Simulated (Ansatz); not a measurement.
A (111) slab of CoSi2 (Fm-3m (No. 225)), 12 planes, outer planes Si (top) and Si (bottom), with 12 atoms (Co4Si8) in a surface cell of A = 12.438 Å², as cut from the bulk:

```xyz
12
Lattice="3.7898 0.0000 0.0000 -1.8949 3.2821 0.0000 0.0000 0.0000 25.8302" Properties=species:S:1:pos:R:3 pbc="T T T"
Si    0.0000    0.0000    7.5000
Co    1.8949    1.0940    8.2736
Si    0.0000    2.1880    9.0472
Si    1.8949    1.0940   10.5944
Co    0.0000    2.1880   11.3679
Si    0.0000    0.0000   12.1415
Si    0.0000    2.1880   13.6887
Co    0.0000    0.0000   14.4623
Si    1.8949    1.0940   15.2359
Si    0.0000    0.0000   16.7831
Co    1.8949    1.0940   17.5567
Si    0.0000    2.1880   18.3302
```

Level of theory: Ansatz, DFT PBE, scalar-relativistic, plane waves, PAW. Cutoff 420 eV; k points 9×9×1 on the computed 12-atom cell (Γ-centred); Gaussian smearing, width 0.10 eV; no spin polarisation.

Against the same 12 atoms in the bulk, the slab as cut lies 2.358 eV higher and the relaxed slab 2.279 eV higher.

Problem. Work out the surface energy before and after relaxation.

Solution. The slab has two faces, so γ = (E_slab − N·E_bulk)/(2A), the mean of both. As cut: 2.358/(2 × 12.438) = 0.0948 eV/Å², and 1 eV/Å² = 16.02 J/m², so γ = 1.52 J/m². Relaxed: 2.279/(2 × 12.438) = 0.0916 eV/Å² = 1.47 J/m². Relaxation recovers 3 % of the cost of cutting.

Problem. What is the ideal work of this cut, per area?

Solution. Griffith's ideal work is 2γ: 3.04 J/m² if the new faces stay rigid, 2.94 J/m² if they relax. Other cuts parallel to this plane can cost less. One thickness was run, 12 planes, so γ can still shift with it.

Spin polarisation was left out, and a magnetic state may lie lower.